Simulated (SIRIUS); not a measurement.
# Zr (Im-3m) in SIRIUS: a series of runs

Runs on Zr. Level: PBE. Tasks: single point.

Everything below comes from runs of SIRIUS 7.10.0. Logs are shortened: lines on timing, memory, paths and dates and some standing lists are left out, and cuts for length are marked. The log counts tension as positive stress, the text compression.

### Step 1. The undisturbed crystal

The structure is cubic, space group Im-3m (No. 229). The conventional cell has a = 3.620 Å, b = 3.620 Å, c = 3.620 Å, α = 90.00°, β = 90.00°, γ = 90.00°. Around Zr (site symmetry m-3m) lie 8 Zr at 3.14 Å.

This isn't the form of Zr at room conditions, which is hcp.

### Step 2. Single point, PBE, 21.86 Å³/atom (strain = -0.04 (biaxial xy))

Input file sirius.json:

```json
{
  "control": {
    "processing_unit": "cpu",
    "verbosity": 2,
    "num_bands_to_print": 13,
    "print_forces": true,
    "print_stress": true
  },
  "parameters": {
    "electronic_structure_method": "pseudopotential",
    "xc_functionals": ["XC_GGA_X_PBE", "XC_GGA_C_PBE"],
    "gk_cutoff": 8.2,
    "pw_cutoff": 16.4,
    "ngridk": [10, 10, 10],
    "shiftk": [0, 0, 0],
    "smearing": "fermi_dirac",
    "smearing_width": 0.0018374661,
    "num_bands": 13,
    "num_mag_dims": 0,
    "num_dft_iter": 100,
    "energy_tol": 1e-08,
    "density_tol": 1e-06
  },
  "iterative_solver": {
    "type": "davidson",
    "min_tolerance": 1e-09,
    "tolerance_scale": [0.1, 0.25]
  },
  "mixer": {
    "type": "anderson",
    "beta": 0.7,
    "max_history": 8
  },
  "settings": {
    "tol_ne": 1e-10,
    "pseudo_grid_cutoff": 6.5
  },
  "unit_cell": {
    "lattice_vectors": [
      [-3.28358811415, 3.28358811415, 3.420404285573],
      [3.28358811415, -3.28358811415, 3.420404285573],
      [3.28358811415, 3.28358811415, -3.420404285573]
    ],
    "atom_coordinate_units": "lattice",
    "atom_types": ["Zr"],
    "atom_files": {
      "Zr": "Zr.json"
    },
    "atoms": {
      "Zr": [
        [0.0, 0.0, 0.0]
      ]
    }
  }
}
```

Potentials or basis: PseudoDojo 0.4.1 PBE standard (scalar relativistic).

The run is started by

```console
upf_to_json Zr.upf
OMP_NUM_THREADS=1 sirius.scf --input=sirius.json --output=out.json --task=0
```

The program printed:

```text
[info] SIRIUS version : 7.10.0
[info] number of MPI ranks           : 1
[info] MPI grid                      : 1 1
[info] maximum number of OMP threads : 1
[fft] FFT context for density and potential
[fft] =====================================
[fft]   comm size                             : 1
[fft]   plane wave cutoff                     : 16.4
[fft]   grid size                             : 36 36 36   total : 46656
[fft]   grid limits                           : -17 18   -17 18   -17 18
[fft]   number of G-vectors within the cutoff : 5501
[fft]   local number of G-vectors             : 5501
[fft]   number of G-shells                    : 828
[fft] FFT context for coarse grid
[fft] =====================================
[fft]   comm size                             : 1
[fft]   plane wave cutoff                     : 16.4
[fft]   grid size                             : 36 36 36   total : 46656
[fft]   grid limits                           : -17 18   -17 18   -17 18
[fft]   number of G-vectors within the cutoff : 5501
[fft]   local number of G-vectors             : 5501
[fft]   number of G-shells                    : 828
[unit cell] lattice vectors
[unit cell]   a1 :      -3.2835881142      3.2835881142      3.4204042856
[unit cell]   a2 :       3.2835881142     -3.2835881142      3.4204042856
[unit cell]   a3 :       3.2835881142      3.2835881142     -3.4204042856
[unit cell] reciprocal lattice vectors
[unit cell]   b1 :      -0.0000000000      0.9567560073      0.9184857670
[unit cell]   b2 :       0.9567560073     -0.0000000000      0.9184857670
[unit cell]   b3 :       0.9567560073      0.9567560073      0.0000000000
[unit cell] unit cell volume :       147.51452431 [a.u.^3]
[unit cell] 1/sqrt(omega)    :         0.08233464
[unit cell] MT volume        :         0.00000000 ( 0.00%)
[unit cell] IT volume        :       147.51452431 (100.00%)
[unit cell] number of atom types : 1
[unit cell] type id : 0 symbol : Zr mt_radius :  16.210000 num_atoms : 1
[unit cell] total number of atoms : 1
[unit cell] number of symmetry classes : 1
[unit cell] number of PAW atoms : 0
[unit cell] atom id  type id  class id             position                      vector_field
[unit cell] ------------------------------------------------------------------------------------------
[unit cell]      0        0        0      0.00000   0.00000   0.00000      0.00000   0.00000   0.00000
[unit cell] atom id         position (Cartesian, a.u.)
[unit cell] ---------------------------------------------
[unit cell]      0       0.000000    0.000000    0.000000
[unit cell] class id : 0 atom id : 0
[unit cell] minimum bond length:     5.767414
[unit cell] total number of pseudo wave-functions: 10
[sym] space group number   : 139
[sym] international symbol : I4/mmm
[sym] Hall symbol          : -I 4 2
[sym] space group transformation matrix :
[sym]  -0.5000  0.5000  0.5000
[sym]   0.5000 -0.5000  0.5000
[sym]   0.5000  0.5000 -0.5000
[sym] space group origin shift :
[sym]   0.0000  0.0000  0.0000
[sym] number of space group operations  : 16
[sym] number of magnetic group operations : 16
[sym] metric tensor error: 0.0000e+00
[sym] rotation matrix error: 4.4409e-16
[sym] symmetry operations
[... list of symmetry operations ...]
[atom type] label          : Zr
[atom type] --------------------------------------------------------------------------------
[atom type] symbol         : Zr
[atom type] name           :
[atom type] zn             : 12
[atom type] mass           : 0
[atom type] mt_radius      : 16.21
[atom type] num_mt_points  : 1622
[atom type] grid_origin    : 0
[atom type] grid_name      : external
[atom type] number of core electrons    : 0
[atom type] number of valence electrons : 12
[atom type] total number of radial functions : 6
[atom type] lmax of radial functions         : 2
[... 195 lines left out ...]
[find] band gap (eV)                  :       0.00000000
[find] Efermi                         :       0.54811543
[find] iteration : 6, RMS : 1.744068181929e-07, energy difference : -1.846538566497e-08
[find] Hartree energy of density residual : 2.190446052055e-13
[find] | SCF iteration   7 out of 100|
[diagonalize] iterative solver tolerance (occupied, empty): 1.74407e-08 1.74407e-08
[diagonalize] average number of iterations: 1.89216
[find] Total energy                   :     -50.61749866 (Ha),    -101.23499732 (Ry)
[find] Free energy (E-TS)             :     -50.61794162 (Ha),    -101.23588324 (Ry)
[find] band gap (eV)                  :       0.00000000
[find] Efermi                         :       0.54811542
[find] iteration : 7, RMS : 5.469622063847e-08, energy difference : -7.084892672538e-10
[find] Hartree energy of density residual : 7.763586511940e-14
[find] bands are converged : true
[find] iterative solver converged : false
[find] +------------------------------+
[find] | SCF iteration   8 out of 100|
[find] +------------------------------+
[diagonalize] iterative solver tolerance (occupied, empty): 4.36017e-09 4.36017e-09
[diagonalize] average number of iterations: 2.21569
[diagonalize] Lowest band energies
[diagonalize] ik:    0   -1.230483   -0.400677   -0.400660   -0.400660    0.346503    0.584932    0.584932    0.600224    0.675686    0.696538    0.999127    1.022286    1.022286
[diagonalize] ik:    1   -1.229815   -0.405129   -0.401943   -0.400678    0.359563    0.581973    0.582238    0.607342    0.666357    0.693073    1.018174    1.045541    1.045600
[diagonalize] ik:    2   -1.228054   -0.416450   -0.405259   -0.400703    0.393319    0.564413    0.568293    0.642712    0.659388    0.691585    1.030093    1.084259    1.109107
[diagonalize] ik:    3   -1.225850   -0.429806   -0.409272   -0.400739    0.428190    0.544094    0.561059    0.668968    0.697014    0.698835    0.991838    1.046724    1.199804
[diagonalize] ik:    4   -1.224047   -0.440161   -0.412452   -0.400771    0.439302    0.529541    0.588081    0.677760    0.708294    0.761630    0.945846    0.981516    1.144768
[diagonalize] ...
[diagonalize] ik:   97   -1.219222   -0.429495   -0.429223   -0.426031    0.458145    0.465848    0.685539    0.694010    0.744984    0.793795    0.931437    0.951385    1.140240
[diagonalize] ik:   98   -1.218732   -0.430778   -0.430317   -0.426455    0.450656    0.456561    0.703069    0.713080    0.773685    0.847611    0.881772    0.882573    1.162433
[diagonalize] ik:   99   -1.218759   -0.432436   -0.427462   -0.427412    0.451069    0.454946    0.711350    0.712096    0.771270    0.829480    0.875460    0.903816    1.168494
[diagonalize] ik:  100   -1.219320   -0.431613   -0.426137   -0.426137    0.459512    0.460107    0.700605    0.700605    0.743358    0.766290    0.946670    0.946670    1.146608
[diagonalize] ik:  101   -1.218267   -0.432354   -0.428857   -0.428857    0.442070    0.446163    0.766440    0.771245    0.771245    0.816703    0.848521    0.848521    1.133325
[find] Charges and magnetic moments
[find] --------------------------------------------------------------------------------
[find] total charge          : 12.000000
[find] Energy
[find] --------------------------------------------------------------------------------
[find] valence_eval_sum               :      -2.99720508
[find] <rho|V^{XC}>                   :      -8.33172692
[find] <rho|E^{XC}>                   :     -10.04569828
[find] <mag|B^{XC}>                   :       0.00000000
[find] <rho|V^{H}>                    :      13.09471450
[find] one-electron contribution      :      -7.76019267 (Ha),     -15.52038533 (Ry)
[find] hartree contribution           :       6.54735725
[find] xc contribution                :     -10.04569828
[find] ewald contribution             :     -39.35896468
[find] PAW contribution               :       0.00000000
[find] smearing (-TS)                 :      -0.00044296
[find] SCF correction                 :      -0.00000029
[find] Total energy                   :     -50.61749866 (Ha),    -101.23499732 (Ry)
[find] Free energy (E-TS)             :     -50.61794162 (Ha),    -101.23588324 (Ry)
[find] band gap (eV)                  :       0.00000000
[find] Efermi                         :       0.54811538
[find] iteration : 8, RMS : 9.558551192568e-09, energy difference : -1.986819597732e-10
[find] Hartree energy of density residual : 1.039248423382e-15
[find] bands are converged : true
[find] iterative solver converged : true
[find] converged after 9 SCF iterations!
[find] Charges and magnetic moments
[find] --------------------------------------------------------------------------------
[find] total charge          : 12.000000
[find] Energy
[find] --------------------------------------------------------------------------------
[find] valence_eval_sum               :      -2.99720508
[find] <rho|V^{XC}>                   :      -8.33172692
[find] <rho|E^{XC}>                   :     -10.04569828
[find] <mag|B^{XC}>                   :       0.00000000
[find] <rho|V^{H}>                    :      13.09471450
[find] one-electron contribution      :      -7.76019267 (Ha),     -15.52038533 (Ry)
[find] hartree contribution           :       6.54735725
[find] xc contribution                :     -10.04569828
[find] ewald contribution             :     -39.35896468
[find] PAW contribution               :       0.00000000
[find] smearing (-TS)                 :      -0.00044296
[find] SCF correction                 :      -0.00000029
[find] Total energy                   :     -50.61749866 (Ha),    -101.23499732 (Ry)
[find] Free energy (E-TS)             :     -50.61794162 (Ha),    -101.23588324 (Ry)
[find] band gap (eV)                  :       0.00000000
[find] Efermi                         :       0.54811538
[ground_state] === stress tensor components [kbar] ===
[ground_state] === stress_kin ===
[ground_state] -19344.885778    0.000000    0.000000
[ground_state]     0.000000-19344.885778    0.000000
[ground_state]     0.000000    0.000000-19337.114242
[ground_state] === stress_har ===
[ground_state] -4377.341363    0.000000    0.000000
[ground_state]     0.000000-4377.341363    0.000000
[ground_state]     0.000000    0.000000-4303.683998
[ground_state] === stress_ewald ===
[ground_state] 26125.702247   -0.000000   -0.000000
[ground_state]    -0.00000026125.702247   -0.000000
[ground_state]    -0.000000   -0.00000026248.022834
[ground_state] === stress_vloc ===
[ground_state]  7011.210321   -0.000000   -0.000000
[ground_state]    -0.000000 7011.210321   -0.000000
[ground_state]    -0.000000   -0.000000 6812.482059
[ground_state] === stress_xc ===
[ground_state] -3229.084218    0.000000    0.000000
[ground_state]     0.000000-3229.084218    0.000000
[ground_state]     0.000000    0.000000-3228.728506
[ground_state] === stress_core ===
[ground_state]  8446.969902   -0.000000   -0.000000
[ground_state]    -0.000000 8446.969902   -0.000000
[ground_state]    -0.000000   -0.000000 8447.520877
[ground_state] === stress_nonloc ===
[ground_state] -14670.551457    0.000000    0.000000
[ground_state]     0.000000-14670.551457    0.000000
[ground_state]     0.000000    0.000000-14675.174502
[ground_state] === stress_us_nl ===
[ground_state] -14670.551457    0.000000    0.000000
[ground_state]     0.000000-14670.551457    0.000000
[ground_state]     0.000000    0.000000-14675.174502
[ground_state] === stress_total ===
[ground_state]   -37.980346    0.000000   -0.000000
[ground_state]     0.000000  -37.980346   -0.000000
[ground_state]    -0.000000   -0.000000  -36.675478
[ground_state] ==== total Forces in Ha/bohr =====
[ground_state] atom:    0, force:       0.0000000      0.0000000      0.0000000
[ground_state] ==== ultrasoft contribution from Qij =====
[ground_state] atom:    0, force:       0.0000000      0.0000000      0.0000000
[ground_state] ==== non-local contribution from Beta-projector =====
[ground_state] atom:    0, force:       0.0000000      0.0000000      0.0000000
[ground_state] ==== contribution from local potential =====
[ground_state] atom:    0, force:       0.0000000      0.0000000      0.0000000
[ground_state] ==== contribution from core density =====
[ground_state] atom:    0, force:       0.0000000      0.0000000      0.0000000
[ground_state] ==== Ewald forces from ions =====
[ground_state] atom:    0, force:       0.0000000      0.0000000      0.0000000
[~DFT_ground_state] local op. applied: 27839
[~DFT_ground_state] evp. work count: 8648.88
[~DFT_ground_state] number of iterative solver steps: 2453
```

Run time: 31 s. Hardware: 1 thread of Arm Neoverse V1, shared host; peak memory 0.34 GiB.

What came out:

```yaml
Free_energy: -1377.3844 eV
Pressure: 3.8 GPa
Band_gap_on_the_k_mesh: none (metal or under the smearing width)
```

### Step 3. Single point, PBE, 22.78 Å³/atom (strain = -0.02 (biaxial xy))

sirius.json, as its differences from that of step 2:

```diff
@@ -39,6 +39,7 @@
     "lattice_vectors": [
-      [-3.28358811415, 3.28358811415, 3.420404285573],
-      [3.28358811415, -3.28358811415, 3.420404285573],
-      [3.28358811415, 3.28358811415, -3.420404285573]
+      [-0.573423075534, 0.573423075534, 0.58512558728],
+      [0.573423075534, -0.573423075534, 0.58512558728],
+      [0.573423075534, 0.573423075534, -0.58512558728]
     ],
+    "lattice_vectors_scale": 5.8455900065,
     "atom_coordinate_units": "lattice",
```

Potentials or basis: PseudoDojo 0.4.1 PBE standard (scalar relativistic).

The run is started by

```console
upf_to_json Zr.upf
OMP_NUM_THREADS=1 sirius.scf --input=sirius.json --output=out.json --task=0
```

It took 32 s on 1 thread of Arm Neoverse V1, shared host; peak memory 0.35 GiB.

The run converged. Its results:

```yaml
Free_energy: -1377.3941 eV
Pressure: -0.1 GPa
Band_gap_on_the_k_mesh: none (metal or under the smearing width)
```
